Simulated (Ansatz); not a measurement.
**Relaxation path: Mg (beta tin type)**

DFT, PBE, PAW with Ansatz's default frozen-core files, scalar-relativistic (Ansatz 0.2.0); a Γ-centred 16×16×16 k mesh, Fermi–Dirac smearing of 0.05 eV, no spin polarisation. The run relaxes shape and atoms at held volume.

Command: `ansatz run input.yaml --threads 1 --pin off --max-ram 2048MiB --backend cpu --events-out ev --progress --plain --runs-dir out` It took 22 s on 1 thread of Arm Neoverse V1, on a shared host, peak memory 0.38 GiB.

PAW: frozen-core files, cutoff 420 eV; forces are relaxed below 0.005 eV/Å.

Each step lists its free energy a cell above the last geometry, the pressure, the cell vectors (Å), and Cartesian positions (Å) with forces (eV/Å).

The first step:

```
step 1  dF = 36.44 meV  P = 67.9 GPa
  cell -2.3119 2.3119 1.2035  2.3119 -2.3119 1.2035  2.3119 2.3119 -1.2035
  Mg 0.0000 -1.1559 -0.3009   0.0000 0.0000 0.0000
  Mg 0.0000 1.1559 0.3009   0.0000 0.0000 0.0000
```

The structure type is held throughout; the real material can change phase at far lower pressure.

The symmetry of the start is kept and no stability test is made, so the end need not be the stable phase.

**Question.** Where does the relaxation end, and by which steps?

**Answer.** After 3 geometries, with conventional a, b, c = 4.557, 4.557, 2.478 Å, at 12.865 Å³/atom and 67.1 GPa in space group I4_1/amd, with a shortest distance of 2.361 Å. The further steps:
```
step 2  dF = 7.78 meV  P = 67.4 GPa
  cell -2.2936 2.2936 1.2228  2.2936 -2.2936 1.2228  2.2936 2.2936 -1.2228
  Mg 0.0000 -1.1468 -0.3057   0.0000 0.0000 0.0000
  Mg 0.0000 1.1468 0.3057   0.0000 0.0000 0.0000
step 3  dF = 0.00 meV  P = 67.1 GPa
  cell -2.2786 2.2786 1.2389  2.2786 -2.2786 1.2389  2.2786 2.2786 -1.2389
  Mg 0.0000 -1.1393 -0.3097   0.0000 0.0000 0.0000
  Mg 0.0000 1.1393 0.3097   0.0000 0.0000 0.0000
step 4  dF = -0.02 meV  P = 67.1 GPa  (same geometry on a basis chosen anew; earlier energies don't compare to the last digit)
  cell -2.2786 2.2786 1.2389  2.2786 -2.2786 1.2389  2.2786 2.2786 -1.2389
  Mg 0.0000 -1.1393 -0.3097   0.0000 0.0000 0.0000
  Mg 0.0000 1.1393 0.3097   0.0000 0.0000 0.0000
```
